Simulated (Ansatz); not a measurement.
Crystal: BaTiO3.

```xyz
5
Lattice="3.9998 0.0000 0.0000 0.0000 3.9998 0.0000 0.0000 0.0000 4.0180" Properties=species:S:1:pos:R:3 pbc="T T T"
Ba    0.0000    0.0000    0.0000
Ti    1.9999    1.9999    1.9688
O     0.0000    1.9999    2.0773
O     1.9999    0.0000    2.0773
O     1.9999    1.9999    0.0763
```

Base run:

```yaml
Program: Ansatz 0.2.0
Functional: HSE06
Potentials_or_basis: Ansatz PAW
Cutoff: "420 eV (not typed: the program's choice for these potentials)"
k_mesh: 6 × 6 × 6
Occupations: fermi-dirac, width 0.05 eV
Spin: no spin polarisation
```

Its results: band gap on the k mesh 3.24 eV, indirect (least direct gap 3.48 eV); pressure -3.0 GPa; largest force 0.557 eV/Å.

The run is repeated on the same cell with these changes: functional from HSE06 to PBE0. What comes out?

Band gap on the k mesh 3.99 eV, indirect (least direct gap 4.20 eV); pressure -3.1 GPa; largest force 0.566 eV/Å.

Caveats: spin-orbit coupling is left out, which moves the levels of the heavy elements; the PAW data sets come from PBE, with cores solved anew for the run's functional, which leaves a small shift of forces and pressure; the thresholds are loose for stress.
